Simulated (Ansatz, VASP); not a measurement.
## Ru in VASP and in Ansatz

```
Ru
1.0
     0.03334    1.85031    1.85031
     1.85031    0.03334    1.85031
     1.85031    1.85031    0.03334
Ru
1
Direct
  0.00000 0.00000 0.00000
```

Change from the starting cell: equal engineering shear yz, xz and xy +0.0175, equal normal strain along x, y and z -0.0375.

Alike in both runs: task single point; functional PBE; k mesh 20 × 20 × 20; occupations gaussian, width 0.15 eV; no spin polarisation.

```csv
,VASP,Ansatz
version,VASP 6.6.1,Ansatz 0.2.0
potentials or method,"VASP PAW PBE potentials, release 64 (Ru_pv)","scalar-relativistic, plane waves, PAW"
plane-wave cutoff (eV),520,420
valence electrons in the cell,14,16
```

Ansatz gave:

- gap on the k mesh at the Fermi level (eV): none
- pressure (GPa): 47.1
- largest component of the traceless stress (GPa): 6.41

Problem. Estimate VASP's values.

Solution. gap on the k mesh at the Fermi level (eV): none; pressure (GPa): 47.1; largest component of the traceless stress (GPa): 6.42.

A gap of «none» marks a metal or a gap that the smearing closes. The two sets of potentials don't hold the same shells in valence.

Caveats: so large a pressure means that the cell lies far from this level's equilibrium, or that cutoff or potentials fall short (VASP).
